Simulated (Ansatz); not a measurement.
# Cu (Fm-3m) in Ansatz: reference runs

Aim: a first look at Cu with PBE, on the cell as given and on a disturbed one, and energy against volume gives the equilibrium volume and stiffness.

All numbers are computed with Ansatz 0.2.0; they aren't measurements. Logs are shortened: lines on timing, memory, paths and dates and some standing lists are left out, and cuts for length are marked.

## Step 1: The structure

The structure is cubic, space group Fm-3m (No. 225). Conventional cell: a = 3.615 Å, b = 3.615 Å, c = 3.615 Å, α = 90.00°, β = 90.00°, γ = 90.00°. Cu (site symmetry m-3m) is surrounded by 12 Cu at 2.56 Å.

## Step 2: Single point, PBE

The input, input.yaml:

```yaml
crystal:
  lattice:
    - [0.0, 1.8075, 1.8075]
    - [1.8075, 0.0, 1.8075]
    - [1.8075, 1.8075, 0.0]
  atoms:
    - { symbol: Cu, position: [0.0, 0.0, 0.0] }
hamiltonian:
  xc: pbe
  pseudopotentials: { kind: paw }
kpoints:
  mp_grid: { grid: [13, 13, 13] }
scf:
  occupations: { method: fermi_dirac, width: 0.05 }
output:
  forces: true
  stress: true
  eigenvalues: true
```

Potentials or basis: Ansatz PAW.

Started as:

```console
$ ansatz run input.yaml --threads 1 --pin off --max-ram 2560MiB --backend cpu --events-out ev --progress --plain --runs-dir out
```

The program printed:

```text
Warning: RAYON_NUM_THREADS=1 ignored (pool sized by the plan → 1); use --threads N
Engine: ansatz 0.2.0, aarch64-unknown-linux-gnu
Pseudopotentials: kind: paw
Pseudopotential: Cu, paw, valence charge 19, recommended cutoff 420 eV (normal), Cu.paw.azcp
Functional definition: PBE
  parameter kappa = 0.804
  parameter beta = 0.06672455060314922
  exchange = pbe_x(kappa = kappa, mu = beta*pi^2/3)
  correlation = pbe_c(beta = beta)
Crystal: 1 atoms, lattice volume = 11.810 Å³
Basis set: ecut = 420 eV, 259 PW (Γ), exchange–correlation on 36×36×36 points (8 copies of the dense FFT grid, shifted against one another)
Bands: 14, of which v1, the nominal top of the filled ones, is band 10 counted from 1 (9 counted from 0)
Symmetry: 48 space group operations
Space group: Fm-3m (ITA 225), of the structure as read, at distance tolerance 2.3e-5 Å
k-points: 84 of 2197
Non-local potential: Cu, projectors of the file, l = 0: 3, l = 1: 2, l = 2: 3, l = 3: 1
PAW form: soft (Blöchl's): semilocal exchange-correlation on the pseudo side does not see the compensation charge
PAW one-centre angular grid: Cu, 590 points (default); XC on 64 Gauss nodes
Initial density: superposition of atomic densities (neutral atoms: chi_scale 0, normalization atom), corrected by the library's trained network
Initial wavefunctions: pseudopotential atomic-orbital guess
Functional: x = pbe(κ = 0.804, μ = 0.2195149727645171), c = pbe(β = 0.06672455060314922)
SCF iter   1: F=—  HF=-6625.175672 eV  |F-HF|=—  |Δ(HF+E_count)|=         —  Δρ=7.24e-4  dr2=1.37e-5  ethr=1.77e-3  ⟨swp⟩=5.7  Hψ=5943  notcnv=0
preconditioner: auto → none  [insulator: Δε(μ)=0.196 eV  Ē_g=17.015 eV  σ=0.050 eV  W_gap=0.53  n_scr=0 (ndim 8)  ℏωp=35.8 eV  f_vac=0.000  D(μ)=0.32/eV (n_scr^D=0)  ε∞_Penn≈5.4]
SCF iter   2: F=—  HF=-6625.175793 eV  |F-HF|=—  |Δ(HF+E_count)|=   1.22e-4  Δρ=3.88e-4  dr2=4.86e-6  ethr=7.23e-8  ⟨swp⟩=3.2  Hψ=3098  notcnv=0
SCF iter   3: F=—  HF=-6625.175806 eV  |F-HF|=—  |Δ(HF+E_count)|=   1.25e-5  Δρ=1.48e-4  dr2=6.78e-7  ethr=2.56e-8  ⟨swp⟩=2.0  Hψ=1595  notcnv=0
iter 4 did not close the SCF: its close was put off for the readings that it lacked (scf_convergence_deferred on its scf_iter line)
SCF iter   4: F=-6625.175807 eV  HF=-6625.175807 eV  |F-HF|=3.10e-9  |Δ(HF+E_count)|=   1.65e-6  Δρ=8.92e-6  dr2=1.79e-9  ethr=3.57e-9  ⟨swp⟩=2.2  Hψ=1594  notcnv=0
iter 5 did not close the SCF: its close was put off for the readings that it lacked (scf_convergence_deferred on its scf_iter line)
SCF iter   5: F=-6625.175807 eV  HF=-6625.175807 eV  |F-HF|=9.89e-10  |Δ(HF+E_count)|=   6.35e-9  Δρ=1.96e-6  dr2=1.23e-10  ethr=9.42e-12  ⟨swp⟩=2.0  Hψ=1870  notcnv=0
SCF iter   6: F=-6625.175807 eV  HF=-6625.175807 eV  |F-HF|=0.00e0  |Δ(HF+E_count)|=  5.46e-12  Δρ=7.12e-8  dr2=2.46e-13  ethr=1.00e-12  ⟨swp⟩=1.6  Hψ=3759  notcnv=0
SCF 1 converged in 6 iterations: F = -6625.175807 eV  dr2 = 2.46e-13
SCF converged after 6 iterations
Free energy (F): -6625.175807 eV
Harris-Foulkes:  -6625.175807 eV  (|F-HF|=0.00e0)
Internal energy: -6625.173094 eV  (E = F + TS)
E sigma→0 (E₀):  -6625.174451 eV
Entropy (-TS):   -0.002713 eV (-2.713 meV/atom)
Fermi energy:    16.946939 eV
--- Per-component energies (eV) ---
  E_band       = -359.426511
  E_kinetic    = 299.940335
  E_local      = -4050.170710  (includes V_loc(G=0)·N_el)
  E_nonlocal   = 389.683630
  E_hartree    = 1784.166929
  E_xc         = -89.597956
  E_vxc        = -115.627687  (∫ρ·V_xc dr)
  E_paw        = -1662.741920  (= ΣΔE_a)
  E_vpaw       = -451.586266  (= ΣTr[D̂ρ^β])
  E_aug_tail   = 0.000295  (compensation charges beyond the density's cutoff)
  E_ewald      = -3296.453696
  E_smearing   = -0.002713  (= −TS)
  E_closure    = 0.000000  (closes the sum)
  Σ components = -6625.175807   (vs F -6625.175807, Δ=0.00e0)
--- Forces (eV/Å), atoms counted from 1 ---
  atom   1  Cu    -0.00000000     0.00000000    -0.00000000
  max |Σ_I F_I| component: 5.75e-32 eV/Å
--- Stress (GPa, compression-positive) ---
        1.667565       0.000000       0.000000
        0.000000       1.667565       0.000000
       -0.000000      -0.000000       1.667565
  P = ⅓ Tr σ = 1.6676 GPa (16.676 kbar)
--- Band table (eV; the first three rows and the last of 84) ---
  k-point 0: bands = ["-95.8137", "-53.1253", "-53.1253", "-53.1253", "7.3572", "13.7616", "13.7616", "13.7616", "14.5944", "14.5944", "39.3746", "41.8735", "41.8735", "41.8735"]
  k-point 1: bands = ["-95.8128", "-53.1314", "-53.1262", "-53.1262", "7.5727", "13.7160", "13.8019", "13.8019", "14.5791", "14.5791", "37.8875", "40.2410", "41.2611", "41.2611"]
  k-point 2: bands = ["-95.8106", "-53.1485", "-53.1287", "-53.1287", "8.2046", "13.6043", "13.8891", "13.8891", "14.5648", "14.5648", "34.0297", "39.8390", "40.3439", "40.3439"]
  k-point 83: bands = ["-95.7955", "-53.2013", "-53.1925", "-53.1655", "12.6393", "13.1137", "13.3546", "14.5663", "15.2837", "21.6300", "23.5888", "25.5611", "26.0284", "43.8730"]
```

It took 1.2 s on 1 thread of Arm Neoverse V1, shared host; peak memory 0.26 GiB.

Results:

| Quantity | Value |
| --- | --- |
| Free energy | -6625.1758 eV |
| Pressure | 1.7 GPa |
| Band gap on the k mesh | none (metal or under the smearing width) |

## Step 3: Single point, PBE (cell strained at random at fixed volume)

The input, input.yaml:

```yaml
crystal:
  lattice:
    - [-0.008578, 1.795752, 1.801688]
    - [1.82295, -0.024052, 1.817163]
    - [1.795326, 1.783602, 0.003572]
  atoms:
    - { symbol: Cu, position: [0.001456, -0.024293, 0.029321] }
hamiltonian:
  xc: pbe
  pseudopotentials: { kind: paw }
kpoints:
  mp_grid: { grid: [13, 13, 13] }
scf:
  occupations: { method: fermi_dirac, width: 0.05 }
output:
  forces: true
  stress: true
  eigenvalues: true
  write_density: true
  write_potential: true
  elf: true
  volumetric_format: npy
```

Potentials or basis: Ansatz PAW.

Started as:

```console
$ ansatz run input.yaml --threads 1 --pin off --max-ram 2560MiB --backend cpu --events-out ev --progress --plain --runs-dir out
```

The program printed:

```text
Warning: RAYON_NUM_THREADS=1 ignored (pool sized by the plan → 1); use --threads N
[... 8 set-up lines as earlier in the session ...]
Crystal: 1 atoms, lattice volume = 11.810 Å³
Basis set: ecut = 420 eV, 255 PW (Γ), exchange–correlation on 36×36×36 points (8 copies of the dense FFT grid, shifted against one another)
Bands: 14, of which v1, the nominal top of the filled ones, is band 10 counted from 1 (9 counted from 0)
Symmetry: 2 space group operations
Space group: P-1 (ITA 2), of the structure as read, at distance tolerance 2.3e-5 Å
k-points: 1099 of 2197
[... 6 set-up lines as earlier in the session ...]
SCF iter   1: F=—  HF=-6625.174031 eV  |F-HF|=—  |Δ(HF+E_count)|=         —  Δρ=7.25e-4  dr2=1.34e-5  ethr=1.77e-3  ⟨swp⟩=5.7  Hψ=77810  notcnv=0
preconditioner: auto → none  [metal: Δε(μ)=0.016 eV  Ē_g=17.030 eV  σ=0.050 eV  W_gap=0.08  n_scr=0 (ndim 8)  ℏωp=35.8 eV  f_vac=0.000  D(μ)=0.31/eV (n_scr^D=0)]
SCF iter   2: F=—  HF=-6625.174154 eV  |F-HF|=—  |Δ(HF+E_count)|=   1.23e-4  Δρ=3.87e-4  dr2=4.60e-6  ethr=7.07e-8  ⟨swp⟩=3.1  Hψ=39960  notcnv=0
SCF iter   3: F=—  HF=-6625.174167 eV  |F-HF|=—  |Δ(HF+E_count)|=   1.33e-5  Δρ=1.40e-4  dr2=7.37e-7  ethr=2.42e-8  ⟨swp⟩=2.0  Hψ=21116  notcnv=0
iter 4 did not close the SCF: its close was put off for the readings that it lacked (scf_convergence_deferred on its scf_iter line)
SCF iter   4: F=-6625.174168 eV  HF=-6625.174168 eV  |F-HF|=1.34e-8  |Δ(HF+E_count)|=   8.64e-7  Δρ=1.42e-5  dr2=4.67e-9  ethr=3.88e-9  ⟨swp⟩=2.0  Hψ=21111  notcnv=0
iter 5 did not close the SCF: its close was put off for the readings that it lacked (scf_convergence_deferred on its scf_iter line)
SCF iter   5: F=-6625.174168 eV  HF=-6625.174168 eV  |F-HF|=5.96e-10  |Δ(HF+E_count)|=   1.82e-8  Δρ=2.40e-6  dr2=1.43e-10  ethr=2.46e-11  ⟨swp⟩=2.3  Hψ=23832  notcnv=0
SCF iter   6: F=-6625.174168 eV  HF=-6625.174168 eV  |F-HF|=5.46e-12  |Δ(HF+E_count)|=  2.00e-10  Δρ=1.27e-7  dr2=8.66e-13  ethr=1.00e-12  ⟨swp⟩=4.6  Hψ=77105  notcnv=0
SCF 1 converged in 6 iterations: F = -6625.174168 eV  dr2 = 8.66e-13
SCF converged after 6 iterations
Free energy (F): -6625.174168 eV
Harris-Foulkes:  -6625.174168 eV  (|F-HF|=5.46e-12)
Internal energy: -6625.171618 eV  (E = F + TS)
E sigma→0 (E₀):  -6625.172893 eV
Entropy (-TS):   -0.002550 eV (-2.550 meV/atom)
Fermi energy:    16.925368 eV
--- Per-component energies (eV) ---
  E_band       = -359.428258
  E_kinetic    = 299.946321
  E_local      = -4050.566107  (includes V_loc(G=0)·N_el)
  E_nonlocal   = 389.694403
  E_hartree    = 1784.363425
  E_xc         = -89.598714
  E_vxc        = -115.628746  (∫ρ·V_xc dr)
  E_paw        = -1662.750238  (= ΣΔE_a)
  E_vpaw       = -451.601326  (= ΣTr[D̂ρ^β])
  E_aug_tail   = 0.000278  (compensation charges beyond the density's cutoff)
  E_ewald      = -3296.260986
  E_smearing   = -0.002550  (= −TS)
  E_closure    = 0.000000  (closes the sum)
  Σ components = -6625.174168   (vs F -6625.174168, Δ=0.00e0)
--- Forces (eV/Å), atoms counted from 1 ---
  atom   1  Cu     0.00000000     0.00000000     0.00000000
  max |Σ_I F_I| component: 0.00e0 eV/Å
--- Stress (GPa, compression-positive) ---
        1.661646       1.609699      -0.798824
        1.609699       1.985068       0.562786
       -0.798824       0.562786       1.562968
  P = ⅓ Tr σ = 1.7366 GPa (17.366 kbar)
--- Band table (eV; the first three rows and the last of 1099) ---
  k-point 0: bands = ["-95.8136", "-53.1276", "-53.1260", "-53.1217", "7.3572", "13.6916", "13.7710", "13.8157", "14.5836", "14.6110", "39.2799", "41.3227", "42.0308", "42.3850"]
  k-point 1: bands = ["-95.8127", "-53.1338", "-53.1270", "-53.1227", "7.5766", "13.7302", "13.7553", "13.8342", "14.5651", "14.5914", "38.2103", "40.0367", "40.8654", "41.4430"]
  k-point 2: bands = ["-95.8103", "-53.1515", "-53.1299", "-53.1254", "8.2195", "13.6351", "13.8288", "13.9372", "14.5429", "14.5644", "34.4049", "39.3883", "40.0807", "40.4878"]
  k-point 1098: bands = ["-95.7995", "-53.2305", "-53.1488", "-53.1386", "11.7887", "13.6401", "13.8117", "14.5710", "15.1294", "16.4986", "20.5949", "35.7997", "37.4794", "38.2297"]
```

rho_z.tsv:

```text
# z_ang	rho[e/angstrom^3]
# format = ansatz-planar-average/11
# lattice	-0.008578000	1.795752000	1.801688000
# lattice	1.822950000	-0.024052000	1.817163000
# lattice	1.795326000	1.783602000	0.003572000
# sites	1
# site	29	0.008343340	0.055495904	-0.041416348
0.000000	4.531666e0
0.140594	4.559068e0
0.281189	3.709583e0
0.421783	2.517767e0
0.562378	1.516199e0
0.702972	8.793444e-1
[... 10 lines left out ...]
2.249511	2.453795e0
2.390106	3.646282e0
```

v_z.tsv:

```text
# z_ang	v_es[eV]	v_tot[eV]
# format = ansatz-planar-average/11
# xc	pbe
# density_cutoff_ev	1680
# datasets	Cu=:simpson_from_first_knot:soft
# lattice	-0.008578000	1.795752000	1.801688000
# lattice	1.822950000	-0.024052000	1.817163000
# lattice	1.795326000	1.783602000	0.003572000
# sites	1
# site	29	0.008343340	0.055495904	-0.041416348
0.000000	-3.652861e-1	-1.467335e1
0.140594	-3.889763e-1	-1.470545e1
0.281189	4.408117e-1	-1.358764e1
0.421783	2.124124e0	-1.136835e1
0.562378	4.615420e0	-8.191660e0
0.702972	7.707979e0	-4.360415e0
[... 10 lines left out ...]
2.249511	2.242288e0	-1.121501e1
2.390106	5.119864e-1	-1.349245e1
```

Run time: 16 s. Hardware: 1 thread of Arm Neoverse V1, shared host; peak memory 0.43 GiB.

What came out:

```yaml
Free_energy: -6625.1742 eV
Pressure: 1.7 GPa
Band_gap_on_the_k_mesh: none (metal or under the smearing width)
```

Levels at points of the mesh, in eV from the Fermi level:
```
           k point  band 6  band 7  band 8  band 9  band 10  band 11  band 12  band 13
(0.00, 0.00, 0.00)   -3.23   -3.15   -3.11   -2.34    -2.31    22.35    24.40    25.11
```

[end of part 1 of 2]
